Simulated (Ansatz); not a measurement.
**SiO$_{2}$: zone-centre modes**

Computed with DFT PBE, scalar-relativistic, plane waves, PAW in Ansatz. Plane waves to 420 eV; Γ-centred k mesh 10×10×10; fixed occupations. No spin polarisation. Phonons by linear response, acoustic sum rule imposed.

Relaxed structure:
```yaml
crystal:
  lattice:
    - [-1.76357, 1.76357, 4.25940]
    - [1.76357, -1.76357, 4.25940]
    - [1.76357, 1.76357, -4.25940]
  atoms:
    - { symbol: Si, position: [0.00000, 0.00000, 0.00000] }
    - { symbol: Si, position: [0.75000, 0.25000, 0.50000] }
    - { symbol: O, position: [0.79216, 0.79216, 0.00000] }
    - { symbol: O, position: [0.95784, 0.45784, 0.50000] }
    - { symbol: O, position: [0.54216, 0.04216, 0.50000] }
    - { symbol: O, position: [0.20784, 0.20784, 0.00000] }
```

The cell was found from a structure generator's guess, not taken from experiment.

**Question.** Is this structure stable against zone-centre distortions?

**Answer.** Yes, at Γ: no optical mode is imaginary. Strains and other wave vectors aren't tested by this run.

**Question.** List the optical modes at Γ without the LO field (i marks imaginary ones).

**Answer.**
```csv
frequency (meV),degeneracy,IR intensity of the level ((D/Å)²/amu)
41.2,2,0.00
45.3,2,0.00
56.0,2,51.45
77.2,2,49.05
79.2,1,0.00
80.0,1,0.00
80.5,1,44.23
80.6,1,0.00
94.1,1,0.00
110.9,2,0.00
```
